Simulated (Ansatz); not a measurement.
Level of theory: Ansatz, DFT PBE, scalar-relativistic, plane waves, PAW. All cells share a 420 eV cutoff and Γ-centred k meshes spaced at most about 0.3 Å⁻¹ (about 0.25 or finer for metals, 2π included). No spin polarisation in the final relaxations.

Temperature and zero-point effects are left out. Lower structures may exist.

Question: Which of these relaxed structures of TiSi₂ is the lowest in energy?
A.

```
CELL_PARAMETERS angstrom
3.20254 0.00000 0.00000
0.00000 3.20254 0.00000
0.00000 0.00000 5.17468
ATOMIC_POSITIONS crystal
Ti 0.50000 0.50000 0.28737
Si 0.50000 0.50000 0.79178
Si 0.00000 0.00000 0.02506
```

B.

```
CELL_PARAMETERS angstrom
1.77422 -6.77900 0.00000
1.77422 6.77900 0.00000
0.00000 0.00000 3.57859
ATOMIC_POSITIONS crystal
Ti 0.89688 0.10312 0.75000
Ti 0.10312 0.89688 0.25000
Si 0.55923 0.44077 0.75000
Si 0.44077 0.55923 0.25000
Si 0.24977 0.75023 0.75000
Si 0.75023 0.24977 0.25000
```

C.

```
CELL_PARAMETERS angstrom
2.76450 0.00000 0.00000
0.00000 2.76450 0.00000
0.00000 0.00000 5.99023
ATOMIC_POSITIONS crystal
Ti 0.50000 0.50000 0.50000
Si 0.00000 0.00000 0.80344
Si 0.00000 0.00000 0.19656
```

Answer: B. It has space group Cmcm (No. 63); the next, C, with space group P4/mmm (No. 123), lies 182 meV/atom higher. Counting Si atoms around Ti (those within 1.25 times the shortest such distance or 1.15 times the sum of covalent radii, 1.27 where that leaves under three), the lowest has Ti 10 and the next has Ti 8. The lowest holds Si–Si nets (shortest 2.40 Å); the next holds Si–Si pairs (shortest 2.35 Å).

The Cmcm cell at 14.3 Å³/atom was relaxed from a Materials Project cell. Cells relaxed within their symmetry can be saddle points. The part of the Crystallography Open Database at hand lists TiSi2 in space groups No. 69, 70; no cell shown has one of them. Some structure types and database cells were kept out of the candidates from the start, so a known form may be missing.
